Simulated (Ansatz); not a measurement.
Rocksalt BN: a field-response calculation (clamped ions) in the PAW code Ansatz (PBE). The geometry is the r2SCAN minimum.

input.yaml:
```yaml
crystal:
  lattice:
    - [0.0, 1.7458259068, 1.7458259068]
    - [1.7458259068, 0.0, 1.7458259068]
    - [1.7458259068, 1.7458259068, 0.0]
  atoms:
    - { symbol: B, position: [0.0, 0.0, 0.0] }
    - { symbol: "N", position: [0.5, 0.5, 0.5] }
kpoints:
  mp_grid: { grid: [10, 10, 10] }
hamiltonian:
  xc: pbe
scf:
  occupations: { method: fixed }
dielectric: {}
```

Command: `ansatz run input.yaml --threads 2 --pin off --max-ram 2211MiB --backend cpu --events-out ev --progress --plain --runs-dir out`.

Question: It took 7.4 s on 2 threads of Arm Neoverse V1 (shared host). What peak of host memory did it reach?

Answer: About 0.33 GiB.

The log, with set-up remarks and timings taken out:
```
Pseudopotential: B, paw, valence charge 3, recommended cutoff 420 eV (normal)
Pseudopotential: N, paw, valence charge 5, recommended cutoff 420 eV (normal)
Functional definition: PBE
Crystal: 2 atoms, lattice volume = 10.642 Å³
Basis set: ecut = 420 eV, 181 PW (Γ)
Bands: 8, of which v1, the nominal top of the filled ones, is band 4 counted from 1 (3 counted from 0)
Symmetry: 48 space group operations
k-points: 102 of 1000 (irreducible under 8 space group operations, time reversal used)
SCF 1 converged in 6 iterations: F = -538.769294 eV  dr2 = 1.22e-11
SCF 1 converged in 4 iterations: F = -538.774782 eV  dr2 = 6.60e-9
Free energy (F): -538.769294 eV
Fermi energy:    14.501780 eV
--- Dielectric response (ions clamped): 3 representative field directions + reference, inside a basis on a mesh of 1000 k-points ---
  ε∞ (high-frequency dielectric tensor):
        8.606146     0.000000     0.000000
        0.000000     8.606146     0.000000
        0.000000     0.000000     8.606146
  Born effective charges Z* (e; rows j = field, columns β = displacement):
    site 0:
         3.87716    0.00000    0.00000
         0.00000    3.87716    0.00000
         0.00000    0.00000    3.87716
    site 1:
        -3.87716    0.00000    0.00000
         0.00000   -3.87716    0.00000
         0.00000    0.00000   -3.87716
  ε∞ is read to err by 2.4e-2, Z* by 1.4e-2 e
```

ε∞: 8.61 in all directions. Born charges, averaged over directions: B +3.88, N -3.88 e.

The structure was generated, not taken from experiment, and needn't be the ground state; spin polarisation is off.
